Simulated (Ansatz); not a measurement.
AlNi:

```
Ni Al
1.0
     1.93869   -1.95319    0.00000
     1.93869    1.95319    0.00000
     0.00000    0.00000    3.09943
Ni Al
1 1
Direct
  0.50000 0.50000 0.50000
  0.00000 0.00000 0.00000
```

The cell comes from a database or a generator and needn't be the stable form of this composition.

| Property | Result |
| --- | --- |
| Program | Ansatz 0.2.0 |
| Task | single point |
| Functional | PBE |
| Potentials or basis | Ansatz PAW |
| Cutoff | 420 eV (not typed: the program's choice for these potentials) |
| k mesh | 10 × 10 × 9 |
| Occupations | fermi-dirac, width 0.05 eV |
| Spin | collinear spin, ferromagnetic start |
| Starting moments | [1.0, 0.0] μB |

On this cell: pressure 6.0 GPa; largest force under 0.003 eV/Å; net moment 0.00 μB per cell; band gap on the k mesh none (metal or under the smearing width).

The same run follows on a disturbed copy (atoms moved at random, drawn with an rms of 0.05 Å):

```
Ni Al
1.0
     1.93869   -1.95319    0.00000
     1.93869    1.95319    0.00000
     0.00000    0.00000    3.09943
Ni Al
1 1
Direct
  0.49749 0.50835 0.50137
  0.99686 0.98226 0.99410
```

Task: What changes?

Result: The energy (extrapolated to zero smearing) moves by +8.5 meV/atom; pressure 6.3 GPa; largest force 0.456 eV/Å; net moment 0.00 μB per cell; band gap on the k mesh none (metal or under the smearing width).

Forces in eV/Å, atoms in the order of the input:
```
Ni  -0.318 -0.288 -0.154
Al   0.318  0.288  0.154
```

Stress tensor (GPa, compression positive):
```
 9.45 -0.11  0.19
-0.11  7.74  0.18
 0.19  0.18  1.84
```

Caveats: the starting moments weren't kept.
